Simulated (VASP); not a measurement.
# Au (Pm-3m) in VASP: settings compared

One crystal, Au, is run at these levels: LDA, PBE, PBEsol, RPBE, revPBE; tasks: band structure.

Everything below comes from runs of VASP 6.6.1. Logs are shortened: lines on timing, memory, paths and dates and some standing lists are left out, and cuts for length are marked.

### Step 1. Starting point

Symmetry: Pm-3m, No. 221, cubic system. The conventional cell has a = 2.748 Å, b = 2.748 Å, c = 2.748 Å, α = 90.00°, β = 90.00°, γ = 90.00°. Around Au (site symmetry m-3m) lie 6 Au at 2.75 Å.

The cell was built by a generator and needn't be a form met in nature.

### Step 2. Band structure, LDA

INCAR reads:

```
PREC     = Accurate       # precision mode
ENCUT    = 520            # plane-wave cutoff, eV
EDIFF    = 1E-6           # SCF threshold, eV
ISMEAR   = -1             # smearing method
SIGMA    = 0.05           # smearing width, eV
LREAL    = F              # projectors in reciprocal space
LASPH    = T              # aspherical terms in the spheres
NELM     = 100            # most SCF steps
ALGO     = Fast           # electronic algorithm
ISIF     = 2              # what is computed and relaxed
LWAVE    = F              # write WAVECAR
LCHARG   = F              # write CHGCAR
LMAXMIX  = 4              # l up to which the mixer works
GGA      = CA             # functional
```

KPOINTS reads:

```
regular mesh
0
Gamma
  10 10 10
```

POSCAR reads:

```
Au
1.0
    2.7484100000      0.0000000000      0.0000000000
    0.0000000000      2.7484100000      0.0000000000
    0.0000000000      0.0000000000      2.7484100000
Au
1
Direct
    0.5000000000      0.5000000000      0.5000000000
```

KPOINTS_OPT reads:

```
path GXMGRX,MR
15
line-mode
reciprocal
 0.0000000000  0.0000000000  0.0000000000  G
 0.0000000000  0.5000000000  0.0000000000  X

 0.0000000000  0.5000000000  0.0000000000  X
 0.5000000000  0.5000000000  0.0000000000  M

 0.5000000000  0.5000000000  0.0000000000  M
 0.0000000000  0.0000000000  0.0000000000  G

 0.0000000000  0.0000000000  0.0000000000  G
 0.5000000000  0.5000000000  0.5000000000  R

 0.5000000000  0.5000000000  0.5000000000  R
 0.0000000000  0.5000000000  0.0000000000  X

 0.5000000000  0.5000000000  0.0000000000  M
 0.5000000000  0.5000000000  0.5000000000  R
```

Potentials or basis: VASP PAW LDA potentials, release 64 (Au).

On the command line:

```
$ cat potpaw_LDA.64/Au/POTCAR > POTCAR
$ mpirun -np 1 vasp_std > vasp.out
```

OUTCAR:

```text
PREC = Accurate
   ENCUT = 520
   EDIFF = 1E-6
   ISMEAR = -1
   LREAL = F
   LASPH = T
   NELM = 100
   ISIF = 2
   GGA = CA

 ion  position               nearest neighbor table
   1  0.500  0.500  0.500-

  LATTYP: Found a simple cubic cell.
 ALAT       =     2.7484100000

  Lattice vectors:

 A1 = (   2.7484100000,   0.0000000000,   0.0000000000)
 A2 = (   0.0000000000,   2.7484100000,   0.0000000000)
 A3 = (   0.0000000000,   0.0000000000,   2.7484100000)

Analysis of symmetry for initial positions (statically):
=====================================================================
 Subroutine PRICEL returns:
 Original cell was already a primitive cell.

 Routine SETGRP: Setting up the symmetry group for a
 simple cubic supercell.

 Subroutine GETGRP returns: Found 48 space group operations
 (whereof 48 operations were pure point group operations)
 out of a pool of 48 trial point group operations.

The static configuration has the point symmetry O_h .

Analysis of symmetry for dynamics (positions and initial velocities):
=====================================================================
 Subroutine PRICEL returns:
 Original cell was already a primitive cell.

 Routine SETGRP: Setting up the symmetry group for a
 simple cubic supercell.

 Subroutine GETGRP returns: Found 48 space group operations
 (whereof 48 operations were pure point group operations)
 out of a pool of 48 trial point group operations.

The dynamic configuration has the point symmetry O_h .

 Subroutine INISYM returns: Found 48 space group operations
 (whereof 48 operations are pure point group operations),
 and found     1 'primitive' translations

----------------------------------------------------------------------------------------

                                     Primitive cell

  volume of cell :      20.7608

  direct lattice vectors                    reciprocal lattice vectors
     2.748410000  0.000000000  0.000000000     0.363846733  0.000000000  0.000000000
     0.000000000  2.748410000  0.000000000     0.000000000  0.363846733  0.000000000
     0.000000000  0.000000000  2.748410000     0.000000000  0.000000000  0.363846733

  length of vectors
     2.748410000  2.748410000  2.748410000     0.363846733  0.363846733  0.363846733

  position of ions in fractional coordinates (direct lattice)
     0.500000000  0.500000000  0.500000000

  ion indices of the primitive-cell ions
   primitive index   ion index
                 1           1

----------------------------------------------------------------------------------------

 KPOINTS: regular mesh

Automatic generation of k-mesh.
 Grid dimensions read from file:
 generate k-points for:   10   10   10

 Generating k-lattice:

  Cartesian coordinates                     Fractional coordinates (reciprocal lattice)
     0.036384673  0.000000000  0.000000000     0.100000000  0.000000000  0.000000000
     0.000000000  0.036384673  0.000000000     0.000000000  0.100000000  0.000000000
     0.000000000  0.000000000  0.036384673     0.000000000  0.000000000  0.100000000

  Length of vectors
     0.036384673  0.036384673  0.036384673

  Shift w.r.t. Gamma in fractional coordinates (k-lattice)
     0.000000000  0.000000000  0.000000000

 Subroutine IBZKPT returns following result:
 ===========================================

 Found     56 irreducible k-points:

 Following reciprocal coordinates:
            Coordinates               Weight
  0.000000  0.000000  0.000000      1.000000
  0.100000  0.000000  0.000000      6.000000
  0.200000  0.000000  0.000000      6.000000
  0.300000  0.000000  0.000000      6.000000
  0.400000  0.000000  0.000000      6.000000
  0.500000  0.000000  0.000000      3.000000
[... 16 lines left out ...]
  0.200000  0.100000  0.100000     24.000000
  0.300000  0.100000  0.100000     24.000000
 [... further k-points ...]
   k-points           NKPTS =     56   k-points in BZ     NKDIM =     56   number of bands    NBANDS=      9
   number of dos      NEDOS =    301   number of ions     NIONS =      1
   total plane-waves  NPLWV =   8000
   dimension x,y,z NGX =    20 NGY =   20 NGZ =   20
   dimension x,y,z NGXF=    40 NGYF=   40 NGZF=   40
   ions per type =               1
   NGX,Y,Z   is equivalent  to a cutoff of  12.10, 12.10, 12.10 a.u.
   NGXF,Y,Z  is equivalent  to a cutoff of  24.20, 24.20, 24.20 a.u.
 SYSTEM =  unknown system
   PREC   = accura    normal or accurate (medium, high low for compatibility)
   ISTART =      0    job   : 0-new  1-cont  2-samecut
   ICHARG =      2    charge: 1-file 2-atom 10-const
   ISPIN  =      1    spin polarized calculation?
   LNONCOLLINEAR =      F non collinear calculations
   LSORBIT =      F    spin-orbit coupling
   LASPH  =      T    aspherical Exc in radial PAW
   ENCUT  =  520.0 eV  38.22 Ry    6.18 a.u.   5.11  5.11  5.11*2*pi/ulx,y,z
   NELM   =    100;   NELMIN=  2; NELMDL= -5     # of ELM steps
   EDIFF  = 0.1E-05   stopping-criterion for ELM
   LREAL  =      F    real-space projection
   EDIFFG = 0.1E-04   stopping-criterion for IOM
   NSW    =      0    number of steps for IOM
   IBRION =     -1    ionic relax: 0-MD 1-quasi-New 2-CG
   NFREE  =      0    steps in history (QN), initial steepest desc. (CG)
   ISIF   =      2    stress and relaxation
   ISYM   =      2    0-nonsym 1-usesym 2-fastsym
   POTIM  = 0.5000    time-step for ionic-motion
   TEBEG  =    0.0;   TEEND  =   0.0 temperature during run
   PSTRESS=    0.0 pullay stress
   NELECT =      11.0000    total number of electrons
   NUPDOWN=      -1.0000    fix difference up-down
   EMIN   =  10.00;   EMAX   =-10.00  energy-range for DOS
   EFERMI =   0.00;   METHOD = LEGACY
   ISMEAR =    -1;   SIGMA  =   0.05  broadening in eV -4-tet -1-fermi 0-gaus
   EFERMI_NEDOS =   21; number of points for ismear=-14 and -15
   IALGO  =     68    algorithm
   IMIX   =      4    mixing-type and parameters
     AMIX     =   0.40;   BMIX     =  1.00
     AMIX_MAG =   1.60;   BMIX_MAG =  1.00
  volume/ion in A,a.u.               =      20.76       140.10
  Fermi-wavevector in a.u.,A,eV,Ry     =   1.324720  2.503358 23.876646  1.754884
  Thomas-Fermi vector in A             =   2.454234
   LORBIT       =      0    0 simple, 1 ext, 2 COOP (PROOUT), +10 PAW based schemes
   GGA     = CA    functional components
   LHFCALC =     F    Hartree Fock is set to
   AEXX    =    0.0000 exact exchange contribution
   IVDW    =     0    specifies the selected vdW correction
   LEPSILON=     F    determine dielectric tensor
   LRPA    =     F    only Hartree local field effects (RPA)
 non-spin polarized calculation
 RMM-DIIS sequential band-by-band and
  energy-cutoff  :      520.00
  volume of cell :       20.76
 maximum number of plane-waves:       587
   NGX = 11   NGY = 11   NGZ = 11

 number of electron      10.9999996 magnetization

 Free energy of the ion-electron system (eV)
  ---------------------------------------------------
  ext. energy  EPLUGINS =         0.00000000
  ---------------------------------------------------
  free energy    TOTEN  =        -4.10135756 eV

  energy without entropy =       -4.09796479  energy(sigma->0) =       -4.09966117

 E-fermi :   6.0045     XC(G=0): -11.7383

 val. band max:        5.9010840208   @ k =   0.4000   0.3000   0.0000
 cond. band min:       6.0696626709   @ k =   0.4000   0.2000   0.2000
 fundamental gap:      0.1685786502
 Fermi energy:         6.0044704879

 k-point     1 :       0.0000    0.0000    0.0000
  band No.  band energies     occupation
      1      -1.7721      2.00000
      2       0.4064      2.00000
      3       0.4064      2.00000
      4       4.6289      2.00000
      5       4.6289      2.00000
      6       4.6289      2.00000
      7      19.7829      0.00000
      8      19.7829      0.00000
      9      19.7829      0.00000

 k-point     2 :       0.1000    0.0000    0.0000
  band No.  band energies     occupation
      1      -1.5347      2.00000
      2       0.4427      2.00000
      3       0.5982      2.00000
      4       4.4713      2.00000
      5       4.4713      2.00000
      6       4.6417      2.00000
      7      18.0412      0.00000
      8      20.1756      0.00000
      9      20.1756      0.00000

 k-point     3 :       0.2000    0.0000    0.0000
  band No.  band energies     occupation
      1      -0.9417      2.00000
      2       0.5389      2.00000
      3       1.2383      2.00000
      4       4.0829      2.00000
      5       4.0829      2.00000
      6       4.6753      2.00000
      7      15.1456      0.00000
      8      21.2404      0.00000
      9      21.2404      0.00000

 k-point     4 :       0.3000    0.0000    0.0000
  band No.  band energies     occupation
      1      -0.3003      2.00000
      2       0.6612      2.00000
      3       2.4647      2.00000
      4       3.6433      2.00000
      5       3.6433      2.00000
      6       4.7172      2.00000
      7      12.2843      0.00000
      8      22.7018      0.00000
      9      22.7021      0.00000
[... 205 lines left out ...]
 k-point    22 :       0.1000    0.1000    0.1000
  band No.  band energies     occupation
      1      -1.0448      2.00000
      2       0.7393      2.00000
      3       0.7393      2.00000
      4       4.2897      2.00000
      5       4.3395      2.00000
      6       4.3395      2.00000
      7      18.2496      0.00000
      8      19.0093      0.00000
      9      19.0093      0.00000

 k-point    23 :       0.2000    0.1000    0.1000
  band No.  band energies     occupation
      1      -0.4379      2.00000
      2       0.8358      2.00000
      3       1.3461      2.00000
      4       3.9259      2.00000
      5       3.9356      2.00000
      6       4.3676      2.00000
      7      15.7758      0.00000
      8      19.3728      0.00000
      9      19.9611      0.00000

 k-point    24 :       0.3000    0.1000    0.1000
  band No.  band energies     occupation
      1       0.1902      2.00000
      2       0.9612      2.00000
      3       2.3607      2.00000
      4       3.4566      2.00000
      5       3.7459      2.00000
      6       4.4191      2.00000
      7      12.8721      0.00000
      8      20.4783      0.00000
      9      21.1500      0.00000

 [... further k-points ...]
[... 5 lines left out ...]
  --------------------------------------------------------------------------------------
  -------------------------------------------------------------------------------------
  Total       -1.2465970     -1.2465970     -1.2465970     -0.0000000     -0.0000000      0.0000000
  in kB      -96.2037683    -96.2037683    -96.2037683     -0.0000000     -0.0000000      0.0000000
  external PRESSURE =     -96.2037683 kB  Pullay stress =       0.0000000 kB

 VOLUME and BASIS-vectors are now :
 -----------------------------------------------------------------------------
  energy-cutoff  :      520.00
  volume of cell :       20.76
      direct lattice vectors                 reciprocal lattice vectors
     2.748410000  0.000000000  0.000000000     0.363846733  0.000000000  0.000000000
     0.000000000  2.748410000  0.000000000     0.000000000  0.363846733  0.000000000
     0.000000000  0.000000000  2.748410000     0.000000000  0.000000000  0.363846733

 POSITION                                       TOTAL-FORCE (eV/Angst)
 -----------------------------------------------------------------------------------
      1.37420      1.37420      1.37420         0.000000      0.000000      0.000000
 -----------------------------------------------------------------------------------
    total drift:                               -0.000000      0.000000     -0.000000

  FREE ENERGIE OF THE ION-ELECTRON SYSTEM (eV)
  ---------------------------------------------------
  free  energy   TOTEN  =        -4.1013575617 eV

  energy  without entropy=       -4.0979647866  energy(sigma->0) =       -4.09966117
```

It took 11 s on 1 thread of Intel Xeon Platinum 8375C at 2.90GHz (Ice Lake), shared host; peak memory 0.13 GiB.

Results:

* Free energy: -4.1014 eV
* Pressure: -9.6 GPa
* Band gap along the path: none (metal or under the smearing width)

Levels at the corners of the path, in eV from the Fermi level:
| point | band 3 | band 4 | band 5 | band 6 | band 7 | band 8 |
| --- | --- | --- | --- | --- | --- | --- |
| Γ | -5.60 | -1.38 | -1.38 | -1.38 | 13.78 | 13.78 |
| X | -2.81 | -2.81 | -1.24 | -0.45 | 2.06 | 16.30 |
| X | -2.81 | -2.81 | -1.24 | -0.45 | 2.06 | 16.30 |
| M | -2.56 | -2.56 | -0.26 | 3.80 | 3.80 | 6.38 |
| M | -2.56 | -2.56 | -0.26 | 3.80 | 3.80 | 6.38 |
| Γ | -5.60 | -1.38 | -1.38 | -1.38 | 13.78 | 13.78 |
| Γ | -5.60 | -1.38 | -1.38 | -1.38 | 13.78 | 13.78 |
| R | -4.84 | -0.17 | -0.17 | 8.35 | 8.35 | 8.35 |
| R | -4.84 | -0.17 | -0.17 | 8.35 | 8.35 | 8.35 |
| X | -2.81 | -2.81 | -1.24 | -0.45 | 2.06 | 16.30 |
| M | -2.56 | -2.56 | -0.26 | 3.80 | 3.80 | 6.38 |
| R | -4.84 | -0.17 | -0.17 | 8.35 | 8.35 | 8.35 |

Caveat: spin-orbit coupling is left out, which moves the levels of the heavy elements.

(Continued in part 2 of 4.)
